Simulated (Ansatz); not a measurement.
The reference is RbBr in the rock salt structure (space group Fm-3m, No. 225; a = 6.8433 Å). Axes: x, y, z lie along the cube axes.

The values are results of PBEsol (Ansatz, a first-principles code; PAW; 420 eV plane waves; no SOC), not measurements.

Now apply this change: the cell is scaled by 0.9800 in all directions; the atoms relax in the strained cell.

Question: Predict the stress tensor and what it implies for the stiffness.

Answer: Stress of the strained cell less that of the base (GPa, compression positive):
```
   0.99    0.00    0.00
   0.00    0.99    0.00
   0.00    0.00    0.99
```

Then B = −ΔP/(ΔV/V₀) with ΔV/V₀ = -0.0588 gives secant stiffness values (nonlinear terms included at this strain): B ≈ 17 GPa.

As a check, the harmonic strain energy −½ V₀ Δσ:ε is 7.4 meV/atom; the computed energy rise is 6.9 meV/atom.

Stability against distortions was not tested.
